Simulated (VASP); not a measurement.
# GaAs (F-43m) in VASP: a series of runs, part 2 of 2

VASP 6.6.1. The steps go on from the part before.

## (6) Relaxation of cell and atoms, PBE

INCAR

```
  ALGO = Normal
  EDIFF = 1E-6
  EDIFFG = -0.01
  ENCUT = 600
  GGA = PE
  IBRION = 2
  ISIF = 3
  ISMEAR = 0
  LASPH = T
  LCHARG = F
  LREAL = F
  LWAVE = F
  NELM = 80
  NSW = 90
  PREC = Accurate
  SIGMA = 0.03
```

KPOINTS

```
k-points
0
Gamma
  10 10 10
```

POSCAR

```
GaAs
1.0
    0.0000000000      2.8268500000      2.8268500000
    2.8268500000      0.0000000000      2.8268500000
    2.8268500000      2.8268500000      0.0000000000
Ga As
1 1
Direct
    0.0000000000      0.0000000000      0.0000000000
    0.2500000000      0.2500000000      0.2500000000
```

Potentials or basis: VASP PAW PBE potentials, release 64 (Ga_d, As).

Command:

```sh
$ cat potpaw_PBE.64/Ga_d/POTCAR potpaw_PBE.64/As/POTCAR > POTCAR
$ mpirun -np 1 vasp_std > vasp.out
```

OUTCAR:

```text
EDIFF = 1E-6
   EDIFFG = -0.01
   ENCUT = 600
   GGA = PE
   IBRION = 2
   ISIF = 3
   ISMEAR = 0
   LASPH = T
   LREAL = F
   NELM = 80
   NSW = 90
   PREC = Accurate

 ion  position               nearest neighbor table
   1  0.000  0.000  0.000-   2 2.45   2 2.45   2 2.45   2 2.45
   2  0.250  0.250  0.250-   1 2.45   1 2.45   1 2.45   1 2.45

  LATTYP: Found a face centered cubic cell.
 ALAT       =     5.6537000000

  Lattice vectors:

 A1 = (   0.0000000000,   2.8268500000,   2.8268500000)
 A2 = (   2.8268500000,   0.0000000000,   2.8268500000)
 A3 = (   2.8268500000,   2.8268500000,   0.0000000000)

Analysis of symmetry for initial positions (statically):
=====================================================================
 Subroutine PRICEL returns:
 Original cell was already a primitive cell.

 Routine SETGRP: Setting up the symmetry group for a
 face centered cubic supercell.

 Subroutine GETGRP returns: Found 24 space group operations
 (whereof 24 operations were pure point group operations)
 out of a pool of 48 trial point group operations.

The static configuration has the point symmetry T_d .

Analysis of symmetry for dynamics (positions and initial velocities):
=====================================================================
 Subroutine PRICEL returns:
 Original cell was already a primitive cell.

 Routine SETGRP: Setting up the symmetry group for a
 face centered cubic supercell.

 Subroutine GETGRP returns: Found 24 space group operations
 (whereof 24 operations were pure point group operations)
 out of a pool of 48 trial point group operations.

The dynamic configuration has the point symmetry T_d .

 Subroutine INISYM returns: Found 24 space group operations
 (whereof 24 operations are pure point group operations),
 and found     1 'primitive' translations

----------------------------------------------------------------------------------------

                                     Primitive cell

  volume of cell :      45.1792

  direct lattice vectors                    reciprocal lattice vectors
     0.000000000  2.826850000  2.826850000    -0.176875321  0.176875321  0.176875321
     2.826850000  0.000000000  2.826850000     0.176875321 -0.176875321  0.176875321
     2.826850000  2.826850000  0.000000000     0.176875321  0.176875321 -0.176875321

  length of vectors
     3.997769609  3.997769609  3.997769609     0.306357042  0.306357042  0.306357042

  position of ions in fractional coordinates (direct lattice)
     0.000000000  0.000000000  0.000000000
     0.250000000  0.250000000  0.250000000

  ion indices of the primitive-cell ions
   primitive index   ion index
                 1           1
                 2           2

----------------------------------------------------------------------------------------

 KPOINTS: k-points

Automatic generation of k-mesh.
 Grid dimensions read from file:
 generate k-points for:   10   10   10

 Generating k-lattice:

  Cartesian coordinates                     Fractional coordinates (reciprocal lattice)
    -0.017687532  0.017687532  0.017687532     0.100000000  0.000000000  0.000000000
     0.017687532 -0.017687532  0.017687532     0.000000000  0.100000000  0.000000000
     0.017687532  0.017687532 -0.017687532     0.000000000  0.000000000  0.100000000

[... 46 lines left out ...]
 SYSTEM =  unknown system
   PREC   = accura    normal or accurate (medium, high low for compatibility)
   ISTART =      0    job   : 0-new  1-cont  2-samecut
   ICHARG =      2    charge: 1-file 2-atom 10-const
   ISPIN  =      1    spin polarized calculation?
   LNONCOLLINEAR =      F non collinear calculations
   LSORBIT =      F    spin-orbit coupling
   LASPH  =      T    aspherical Exc in radial PAW
   ENCUT  =  600.0 eV  44.10 Ry    6.64 a.u.   7.98  7.98  7.98*2*pi/ulx,y,z
   NELM   =     80;   NELMIN=  2; NELMDL= -5     # of ELM steps
   EDIFF  = 0.1E-05   stopping-criterion for ELM
   LREAL  =      F    real-space projection
   EDIFFG = -.1E-01   stopping-criterion for IOM
   NSW    =     90    number of steps for IOM
   IBRION =      2    ionic relax: 0-MD 1-quasi-New 2-CG
   NFREE  =      1    steps in history (QN), initial steepest desc. (CG)
   ISIF   =      3    stress and relaxation
   ISYM   =      2    0-nonsym 1-usesym 2-fastsym
   POTIM  = 0.5000    time-step for ionic-motion
   TEBEG  =    0.0;   TEEND  =   0.0 temperature during run
   PSTRESS=    0.0 pullay stress
   NELECT =      18.0000    total number of electrons
   NUPDOWN=      -1.0000    fix difference up-down
   EMIN   =  10.00;   EMAX   =-10.00  energy-range for DOS
   EFERMI =   0.00;   METHOD = LEGACY
   ISMEAR =     0;   SIGMA  =   0.03  broadening in eV -4-tet -1-fermi 0-gaus
   EFERMI_NEDOS =   21; number of points for ismear=-14 and -15
   IALGO  =     38    algorithm
   IMIX   =      4    mixing-type and parameters
     AMIX     =   0.40;   BMIX     =  1.00
     AMIX_MAG =   1.60;   BMIX_MAG =  1.00
  volume/ion in A,a.u.               =      22.59       152.44
  Fermi-wavevector in a.u.,A,eV,Ry     =   1.204628  2.276417 19.743799  1.451128
  Thomas-Fermi vector in A             =   2.340347
   LORBIT       =      0    0 simple, 1 ext, 2 COOP (PROOUT), +10 PAW based schemes
   GGA     = PE    functional components
   LHFCALC =     F    Hartree Fock is set to
   AEXX    =    0.0000 exact exchange contribution
   IVDW    =     0    specifies the selected vdW correction
   LEPSILON=     F    determine dielectric tensor
   LRPA    =     F    only Hartree local field effects (RPA)
 conjugate gradient relaxation of ions
 non-spin polarized calculation
 Gauss-broadening in eV      SIGMA  =   0.03
  energy-cutoff  :      600.00
  volume of cell :       45.18
 maximum number of plane-waves:      1524
   NGX = 15   NGY = 15   NGZ = 15

--------------------------------------- Ionic step        1  -------------------------------------------

 number of electron      18.0000011 magnetization

 Free energy of the ion-electron system (eV)
  ---------------------------------------------------
  ext. energy  EPLUGINS =         0.00000000
  ---------------------------------------------------
  free energy    TOTEN  =        -8.25071693 eV

  energy without entropy =       -8.25071693  energy(sigma->0) =       -8.25071693

------------------------ aborting loop because EDIFF is reached ----------------------------------------

  FORCE on cell =-STRESS in cart. coord.  units (eV):
  Direction    XX          YY          ZZ          XY          YZ          ZX
  --------------------------------------------------------------------------------------
  -------------------------------------------------------------------------------------
  Total        0.9723923      0.9723923      0.9723923      0.0000000     -0.0000000      0.0000000
  in kB       34.4836948     34.4836948     34.4836948      0.0000000     -0.0000000      0.0000000
  external PRESSURE =      34.4836948 kB  Pullay stress =       0.0000000 kB
[... 59 lines left out ...]
--------------------------------------- Ionic step        3  -------------------------------------------

 number of electron      17.9999994 magnetization

 Free energy of the ion-electron system (eV)
  ---------------------------------------------------
  ext. energy  EPLUGINS =         0.00000000
  ---------------------------------------------------
  free energy    TOTEN  =        -8.27484130 eV

  energy without entropy =       -8.27484113  energy(sigma->0) =       -8.27484122

 E-fermi :   3.5427     XC(G=0):  -9.3613

 val. band max:        3.4669887530   @ k =   0.0000   0.0000   0.0000
 cond. band min:       3.6119707613   @ k =   0.0000   0.0000   0.0000
 fundamental gap:      0.1449820083
 Fermi energy:         3.5426513451

 k-point     1 :       0.0000    0.0000    0.0000
  band No.  band energies     occupation
      1     -11.2555      2.00000
      2     -11.2555      2.00000
      3     -11.2555      2.00000
      4     -11.1880      2.00000
      5     -11.1880      2.00000
      6      -8.9056      2.00000
      7       3.4670      1.99964
      8       3.4670      1.99964
      9       3.4670      1.99964
     10       3.6120      0.00108
     11       7.1821      0.00000
     12       7.1821      0.00000
     13       7.1821      0.00000
[... 354 lines left out ...]
  band No.  band energies     occupation
      1     -11.3311      2.00000
      2     -11.2253      2.00000
      3     -11.2241      2.00000
      4     -11.2022      2.00000
      5     -11.1799      2.00000
      6      -7.3049      2.00000
      7      -2.0675      2.00000
      8       1.0524      2.00000
      9       1.3676      2.00000
     10       5.3516      0.00000
     11       6.2923      0.00000
     12      10.5380      0.00000
     13      11.1685      0.00000

 [... further k-points ...]
[... 5 lines left out ...]
  --------------------------------------------------------------------------------------
  -------------------------------------------------------------------------------------
  Total       -0.0191420     -0.0191420     -0.0191420      0.0000000      0.0000000      0.0000000
  in kB       -0.6452120     -0.6452120     -0.6452120      0.0000000      0.0000000      0.0000000
  external PRESSURE =      -0.6452120 kB  Pullay stress =       0.0000000 kB
[... 17 lines left out ...]
  FREE ENERGIE OF THE ION-ELECTRON SYSTEM (eV)
  ---------------------------------------------------
  free  energy   TOTEN  =        -8.2748413037 eV

  energy  without entropy=       -8.2748411348  energy(sigma->0) =       -8.27484122

 reached required accuracy - stopping structural energy minimisation
```

Wall time 1.8 min (1 thread of AMD EPYC 7R43 (Zen 3), shared host); peak memory 0.17 GiB.

Results:

```yaml
Free_energy: -8.2748 eV
Relaxed_volume: 23.77 Å³/atom
Relaxed_cell: a = 4.066 Å, b = 4.066 Å, c = 4.066 Å, α = 60.00°, β = 60.00°, γ = 60.00°
Space_group_after_relaxing_to_0.05_Å: F-43m (No. 216)
Energy_gained_by_relaxing: 12.1 meV/atom
Ionic_steps: 3
Pressure_after_relaxing: -0.1 GPa
Band_gap_on_the_k_mesh: 0.15 eV, direct
```

Step by step:
| step | energy change (eV) | largest force (eV/Å) | pressure (GPa) | volume (Å³) |
| --- | --- | --- | --- | --- |
| 1 | 0.0000 | 0.0000 | 3.45 | 45.18 |
| 2 | -0.0210 | 0.0000 | -1.02 | 48.43 |
| 3 | -0.0241 | 0.0000 | -0.06 | 47.53 |

Final structure:
```
Ga As
1.0
     0.00000    2.87512    2.87512
     2.87512    0.00000    2.87512
     2.87512    2.87512    0.00000
Ga As
1 1
Direct
  0.00000 0.00000 0.00000
  0.25000 0.25000 0.25000
```
